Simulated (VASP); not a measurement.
The system is Se.

```
Se
1.0
     4.36620    0.00000    0.00000
    -2.18310    3.78124    0.00000
     0.00000    0.00000    4.95360
Se
3
Direct
  0.22540 0.00000 0.33333
  0.00000 0.22540 0.66667
  0.77460 0.77460 0.00000
```

| Property | Result |
| --- | --- |
| Program | VASP 6.6.1 |
| Task | relaxation of cell and atoms |
| Functional | PBE |
| Dispersion | D3(BJ) |
| Potentials or basis | VASP PAW PBE potentials, release 64 (Se) |
| Cutoff | 600 eV |
| k mesh | 9 × 9 × 8 |
| Occupations | gaussian, width 0.02 eV |
| Spin | no spin polarisation |

At the start: pressure 0.9 GPa; volume 27.26 Å³/atom.

Q: How do energy, volume and symmetry change on relaxing?

A: Over 14 steps the energy falls by 25.4 meV/atom and the volume is 24.48 Å³/atom (-10.2 %); space group P3_121 (No. 152, to 0.05 Å).

Step by step:
| step | energy change (eV) | largest force (eV/Å) | pressure (GPa) | volume (Å³) |
| --- | --- | --- | --- | --- |
| 1 | 0.0000 | 0.4475 | 0.86 | 81.78 |
| 2 | -0.0111 | 0.0976 | -1.79 | 83.51 |
| 3 | -0.0153 | 0.0793 | -0.92 | 82.90 |
| 4 | -0.0280 | 0.0810 | -0.82 | 81.61 |
| 5 | -0.0585 | 0.1022 | -0.29 | 77.78 |
| 6 | -0.0602 | 0.1826 | 2.13 | 70.30 |
| 7 | -0.0717 | 0.1542 | 0.71 | 74.06 |
| 8 | -0.0742 | 0.0858 | -0.69 | 73.99 |
| 9 | -0.0758 | 0.0016 | -0.16 | 74.02 |
| 10 | -0.0758 | 0.0011 | -0.18 | 74.02 |
| 11 | -0.0760 | 0.0055 | -0.11 | 73.68 |
| 12 | -0.0760 | 0.0079 | -0.06 | 73.48 |
| 13 | -0.0760 | 0.0112 | 0.07 | 73.43 |
| 14 | -0.0761 | 0.0021 | 0.01 | 73.45 |

Final structure:
```
CELL_PARAMETERS angstrom
4.06482 0.00000 0.00000
-2.03241 3.52024 0.00000
0.00000 0.00000 5.13343
ATOMIC_POSITIONS crystal
Se 0.24776 0.00000 0.33333
Se 0.00000 0.24776 0.66667
Se 0.75224 0.75224 0.00000
```

Caveat: the volume moved by -10 % from the deposited cell, more than functionals usually miss.
